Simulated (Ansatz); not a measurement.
A relaxation computed with Ansatz, from input to last step.

```yaml
crystal:
  lattice:
    - [12.7, 0.0, 0.0]
    - [0.0, 12.8, 0.0]
    - [0.0, 0.0, 10.3]
  atoms:
    - { symbol: S, position: [0.5458734986, 0.6393594258, 0.543664777] }
    - { symbol: S, position: [0.3554241422, 0.4697375303, 0.5436647769] }
    - { symbol: S, position: [0.5987023592, 0.390903044, 0.5436647769] }
    - { symbol: S, position: [0.4541265014, 0.3606405742, 0.456335223] }
    - { symbol: S, position: [0.6445758578, 0.5302624697, 0.4563352231] }
    - { symbol: S, position: [0.4012976408, 0.609096956, 0.4563352231] }
basis:
  ecutwfc: 420
kpoints:
  mp_grid: { grid: [1, 1, 1] }
hamiltonian:
  xc: pbe
  dispersion: d3bj
scf:
  occupations: { method: gaussian, width: 0.01 }
output:
  forces: true
  eigenvalues: true
relax:
  adjacent_minimum: "off"
  f_tol: 0.01
  max_steps: 60
```

```bash
ansatz run input.yaml --threads 2 --pin off --max-ram 5120MiB --backend cpu --events-out ev --progress --plain --runs-dir out
```

Computed with DFT PBE+D3(BJ), scalar-relativistic, plane waves, PAW in Ansatz.

Of 3 frames 3 are shown, positions in Å and forces in eV/Å; the SCF threshold varies from step to step.

```xyz
6
Lattice="12.7000 0.0000 0.0000 0.0000 12.8000 0.0000 0.0000 0.0000 10.3000" Properties=species:S:1:pos:R:3:forces:R:3 pbc="T T T" step=1 free_energy_over_end_meV_per_atom=0.21
S     6.9326    8.1838    5.5997   -0.0190   -0.0580   -0.0880
S     4.5139    6.0126    5.5997    0.0590    0.0130   -0.0880
S     7.6035    5.0036    5.5997   -0.0410    0.0450   -0.0880
S     5.7674    4.6162    4.7003    0.0190    0.0580    0.0880
S     8.1861    6.7874    4.7003   -0.0590   -0.0130    0.0880
S     5.0965    7.7964    4.7003    0.0410   -0.0450    0.0880
6
Lattice="12.7000 0.0000 0.0000 0.0000 12.8000 0.0000 0.0000 0.0000 10.3000" Properties=species:S:1:pos:R:3:forces:R:3 pbc="T T T" step=2 free_energy_over_end_meV_per_atom=0.03
S     6.9328    8.1843    5.5948   -0.0080   -0.0240    0.0060
S     4.5134    6.0125    5.5948    0.0240    0.0050    0.0060
S     7.6038    5.0032    5.5948   -0.0170    0.0190    0.0060
S     5.7672    4.6157    4.7052    0.0080    0.0240   -0.0060
S     8.1866    6.7875    4.7052   -0.0240   -0.0050   -0.0060
S     5.0962    7.7968    4.7052    0.0170   -0.0190   -0.0060
6
Lattice="12.7000 0.0000 0.0000 0.0000 12.8000 0.0000 0.0000 0.0000 10.3000" Properties=species:S:1:pos:R:3:forces:R:3 pbc="T T T" step=3 free_energy_over_end_meV_per_atom=0.00
S     6.9318    8.1812    5.5965    0.0020    0.0070    0.0010
S     4.5165    6.0132    5.5965   -0.0070   -0.0010    0.0010
S     7.6017    5.0056    5.5965    0.0050   -0.0050    0.0010
S     5.7682    4.6188    4.7035   -0.0020   -0.0070   -0.0010
S     8.1835    6.7868    4.7035    0.0070    0.0010   -0.0010
S     5.0983    7.7944    4.7035   -0.0050    0.0050   -0.0010
```

It took 8.8 s on 2 threads of Arm Neoverse V1, on a shared host, peak memory 0.81 GiB.